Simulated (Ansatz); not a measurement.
A relaxation computed with Ansatz, from input to last step.

```yaml
crystal:
  lattice:
    - [3.3456675442, 0.0, 0.0]
    - [0.0, 5.7118506765, 0.0]
    - [0.0, 0.0, 3.9213719742]
  atoms:
    - { symbol: Sn, position: [0.0, 0.234737235, 0.5269391839] }
    - { symbol: Sn, position: [0.5, 0.765262765, 0.0269391839] }
    - { symbol: O, position: [0.0, 0.883358093, 0.7230618161] }
    - { symbol: O, position: [0.5, 0.116641907, 0.2230618161] }
basis:
  ecutwfc: 420
kpoints:
  mp_grid: { grid: [8, 6, 6] }
hamiltonian:
  xc: lda
scf:
  occupations: { method: gaussian, width: 0.02 }
output:
  forces: true
  stress: true
  eigenvalues: true
relax:
  adjacent_minimum: "off"
  f_tol: 0.005
  max_steps: 50
  cell: { stress_tol: 0.05 }
```

```bash
ansatz run input.yaml --threads 1 --pin off --max-ram 2560MiB --backend cpu --events-out ev --progress --plain --runs-dir out
```

Theory: DFT LDA, scalar-relativistic, plane waves, PAW in Ansatz 0.2.0.

Of 15 frames 10 are shown, positions in Å and forces in eV/Å; the SCF threshold varies from step to step. Steps run on the plane waves of an earlier cell, with a Pulay correction in the pressure. The basis is chosen afresh for the last frame, the zero of the energies, and at times for earlier ones too; energy and pressure step there, also at an unchanged geometry. Here that happened at step 8 (3 meV/atom, -0.3 GPa); the frames before carry an error of that size. The mark taken_back stands on steps that the optimiser undid.

```xyz
4
Lattice="3.3457 0.0000 0.0000 0.0000 5.7119 0.0000 0.0000 0.0000 3.9214" Properties=species:S:1:pos:R:3:forces:R:3 pbc="T T T" step=1 free_energy_over_end_meV_per_atom=15.95 pressure_GPa=-4.56
Sn    0.0000    1.3408    2.0663    0.0000   -0.6043   -0.1946
Sn    1.6728    4.3711    0.1056    0.0000    0.6043   -0.1946
O     0.0000    5.0456    2.8354    0.0000    0.1286    0.1946
O     1.6728    0.6662    0.8747    0.0000   -0.1286    0.1946
4
Lattice="3.2804 0.0000 0.0000 0.0000 5.6602 0.0000 0.0000 0.0000 3.7949" Properties=species:S:1:pos:R:3:forces:R:3 pbc="T T T" step=3 free_energy_over_end_meV_per_atom=-2.40 pressure_GPa=-0.08
Sn    0.0000    1.3332    2.0134    0.0000   -0.0213   -0.0125
Sn    1.6402    4.3270    0.1160    0.0000    0.0213   -0.0125
O     0.0000    5.0024    2.7302    0.0000   -0.0065    0.0125
O     1.6402    0.6578    0.8328    0.0000    0.0065    0.0125
4
Lattice="3.2864 0.0000 0.0000 0.0000 5.6645 0.0000 0.0000 0.0000 3.7862" Properties=species:S:1:pos:R:3:forces:R:3 pbc="T T T" step=4 free_energy_over_end_meV_per_atom=-2.44 pressure_GPa=-0.03
Sn    0.0000    1.3322    2.0084    0.0000    0.0028   -0.0009
Sn    1.6432    4.3323    0.1153    0.0000   -0.0028   -0.0009
O     0.0000    5.0059    2.7243    0.0000    0.0010    0.0009
O     1.6432    0.6586    0.8312    0.0000   -0.0010    0.0009
4
Lattice="3.2892 0.0000 0.0000 0.0000 5.6704 0.0000 0.0000 0.0000 3.7705" Properties=species:S:1:pos:R:3:forces:R:3 pbc="T T T" step=6 free_energy_over_end_meV_per_atom=-2.61 pressure_GPa=0.02
Sn    0.0000    1.3338    2.0017    0.0000    0.0026    0.0035
Sn    1.6446    4.3366    0.1165    0.0000   -0.0026    0.0035
O     0.0000    5.0109    2.7114    0.0000   -0.0022   -0.0035
O     1.6446    0.6595    0.8261    0.0000    0.0022   -0.0035
4
Lattice="3.2899 0.0000 0.0000 0.0000 5.6729 0.0000 0.0000 0.0000 3.7652" Properties=species:S:1:pos:R:3:forces:R:3 pbc="T T T" step=7 free_energy_over_end_meV_per_atom=-2.66 pressure_GPa=-0.01
Sn    0.0000    1.3343    2.0005    0.0000   -0.0017    0.0013
Sn    1.6450    4.3386    0.1179    0.0000    0.0017    0.0013
O     0.0000    5.0118    2.7060    0.0000    0.0021   -0.0013
O     1.6450    0.6612    0.8234    0.0000   -0.0021   -0.0013
4
Lattice="3.2890 0.0000 0.0000 0.0000 5.6758 0.0000 0.0000 0.0000 3.7100" Properties=species:S:1:pos:R:3:forces:R:3 pbc="T T T" step=9 free_energy_over_end_meV_per_atom=-0.80 pressure_GPa=0.07
Sn    0.0000    1.3398    1.9832    0.0000   -0.0035    0.0036
Sn    1.6445    4.3359    0.1282    0.0000    0.0035    0.0036
O     0.0000    5.0066    2.6544    0.0000    0.0036   -0.0036
O     1.6445    0.6692    0.7993    0.0000   -0.0036   -0.0036
4
Lattice="3.2905 0.0000 0.0000 0.0000 5.6706 0.0000 0.0000 0.0000 3.7226" Properties=species:S:1:pos:R:3:forces:R:3 pbc="T T T" step=10 free_energy_over_end_meV_per_atom=-0.65 pressure_GPa=0.01
Sn    0.0000    1.3377    1.9875    0.0000    0.0045   -0.0025
Sn    1.6452    4.3329    0.1263    0.0000   -0.0045   -0.0025
O     0.0000    5.0033    2.6657    0.0000   -0.0039    0.0025
O     1.6452    0.6672    0.8044    0.0000    0.0039    0.0025
4
Lattice="3.2929 0.0000 0.0000 0.0000 5.6773 0.0000 0.0000 0.0000 3.7084" Properties=species:S:1:pos:R:3:forces:R:3 pbc="T T T" step=12 free_energy_over_end_meV_per_atom=-0.12 pressure_GPa=0.00
Sn    0.0000    1.3388    1.9824    0.0000    0.0053    0.0004
Sn    1.6465    4.3384    0.1282    0.0000   -0.0053    0.0004
O     0.0000    5.0079    2.6531    0.0000    0.0010   -0.0004
O     1.6465    0.6694    0.7989    0.0000   -0.0010   -0.0004
4
Lattice="3.2900 0.0000 0.0000 0.0000 5.6763 0.0000 0.0000 0.0000 3.7118" Properties=species:S:1:pos:R:3:forces:R:3 pbc="T T T" step=13 free_energy_over_end_meV_per_atom=-0.12 pressure_GPa=-0.07 taken_back
Sn    0.0000    1.3409    1.9833    0.0000   -0.0262   -0.0009
Sn    1.6450    4.3354    0.1274    0.0000    0.0262   -0.0009
O     0.0000    5.0082    2.6565    0.0000   -0.0011    0.0008
O     1.6450    0.6681    0.8006    0.0000    0.0011    0.0008
4
Lattice="3.2919 0.0000 0.0000 0.0000 5.6763 0.0000 0.0000 0.0000 3.7101" Properties=species:S:1:pos:R:3:forces:R:3 pbc="T T T" step=15 free_energy_over_end_meV_per_atom=0.00 pressure_GPa=0.00
Sn    0.0000    1.3391    1.9830    0.0000    0.0004    0.0003
Sn    1.6459    4.3372    0.1279    0.0000   -0.0004    0.0003
O     0.0000    5.0073    2.6546    0.0000    0.0003   -0.0003
O     1.6459    0.6690    0.7996    0.0000   -0.0003   -0.0003
```

Time: 7.4 min on 1 thread of Intel(R) Xeon(R) Processor @ 2.50GHz (Skylake/Cascade Lake), on a shared host, peak memory 0.47 GiB.

The cell holds layers, and where no dispersion correction was added their binding is poorly described.